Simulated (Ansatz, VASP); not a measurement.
## SnO2 (Cassiterite): VASP beside Ansatz

Contents of INCAR:

```
SYSTEM = SnO2
ALGO = Fast
EDIFF = 1E-6
EDIFFG = -0.005
ENCUT = 600
GGA = PS
IBRION = 2
ISIF = 3
ISMEAR = 0
LASPH = .True.
LCHARG = .False.
LREAL = .False.
LWAVE = .False.
NELM = 60
NSW = 100
PREC = Accurate
SIGMA = 0.02
```

Contents of KPOINTS:

```
k-points
0
Gamma
  6 6 8
  0 0 0
```

The input POSCAR:

```
SnO2
1.0
    4.7380000000      0.0000000000      0.0000000000
    0.0000000000      4.7380000000      0.0000000000
    0.0000000000      0.0000000000      3.1865000000
Sn O
2 4
Direct
    0.0000000000      0.0000000000      0.0000000000
    0.5000000000      0.5000000000      0.5000000000
    0.3071000000      0.3071000000      0.0000000000
    0.1929000000      0.8071000000      0.5000000000
    0.6929000000      0.6929000000      0.0000000000
    0.8071000000      0.1929000000      0.5000000000
```

Input for Ansatz:

```yaml
crystal:
  lattice:
    - [4.738, 0.0, 0.0]
    - [0.0, 4.738, 0.0]
    - [0.0, 0.0, 3.1865]
  atoms:
    - { symbol: Sn, position: [0.0, 0.0, 0.0] }
    - { symbol: Sn, position: [0.5, 0.5, 0.5] }
    - { symbol: O, position: [0.3071, 0.3071, 0.0] }
    - { symbol: O, position: [0.1929, 0.8071, 0.5] }
    - { symbol: O, position: [0.6929, 0.6929, 0.0] }
    - { symbol: O, position: [0.8071, 0.1929, 0.5] }
basis:
  ecutwfc: 420
kpoints:
  mp_grid: { grid: [6, 6, 8] }
hamiltonian:
  xc: pbesol
scf:
  occupations: { method: gaussian, width: 0.02 }
output:
  forces: true
  stress: true
  eigenvalues: true
  write_density: true
  write_potential: true
  elf: true
  volumetric_format: npy
relax:
  adjacent_minimum: "off"
  f_tol: 0.005
  max_steps: 80
  cell: { stress_tol: 0.05 }
```

Alike in both runs: task relaxation of cell and atoms; functional PBEsol; k mesh 6 × 6 × 8; occupations gaussian, width 0.02 eV; no spin polarisation.

|  | VASP | Ansatz |
| --- | --- | --- |
| version | VASP 6.6.1 | Ansatz 0.2.0 |
| potentials or method | VASP PAW PBE potentials, release 64 (Sn_d, O) | scalar-relativistic, plane waves, PAW |
| plane-wave cutoff (eV) | 600 | 420 |
| valence electrons in the cell | 52 | 52 |

|  | VASP | Ansatz | Ansatz less VASP |
| --- | --- | --- | --- |
| gap on the k mesh at the Fermi level, each at its own relaxed structure (eV) | 0.88 | 0.92 | +0.036 |
| relaxed volume (Å³/atom) | 12.21 | 12.18 | -0.030 |
| relaxed cell length with the largest relative difference (Å) | 3.216 | 3.212 | -0.0042 |
| energy change over the relaxation (meV/atom) | -5 | -4 | +1.0 |

Caveats: the PAW data sets were made with another functional, which shifts forces and pressure a little (VASP); spin-orbit coupling is left out, which moves the levels of the heavy elements. Zero-point motion and thermal expansion aren't in these numbers.
